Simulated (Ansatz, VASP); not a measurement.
## Fe: VASP beside Ansatz

```
Fe
1.0
    -1.41613    1.41613    1.41613
     1.41613   -1.41613    1.41613
     1.41613    1.41613   -1.41613
Fe
1
Direct
  0.00000 0.00000 0.00000
```

Alike in both runs: functional PBE; k mesh 16 × 16 × 16; occupations fermi-dirac, width 0.05 eV; collinear spin.

Ansatz relaxed the structure, and its values are those at the end. VASP's run is a single point on that final structure, the one shown.

|  | VASP | Ansatz |
| --- | --- | --- |
| version | VASP 6.6.1 | Ansatz 0.2.0 |
| potentials or method | VASP PAW PBE potentials, release 64 (Fe) | PAW with Ansatz's default frozen-core files, scalar-relativistic |
| plane-wave cutoff (eV) | 520 | 420 |
| valence electrons in the cell | 8 | 16 |

|  | VASP | Ansatz | Ansatz less VASP |
| --- | --- | --- | --- |
| pressure (GPa) | 0.2 | 0.0 | -0.17 |
| net moment per atom (μB) | 2.20 | 2.18 | -0.027 |
| size of the moment on the site where the two differ most (μB) | 2.20 | 2.22 | +0.022 |

Site moments also hang on the region over which each program counts them. With one functional, cell and mesh, what is left measures potentials, basis and numerics. The two sets of potentials don't hold the same shells in valence.
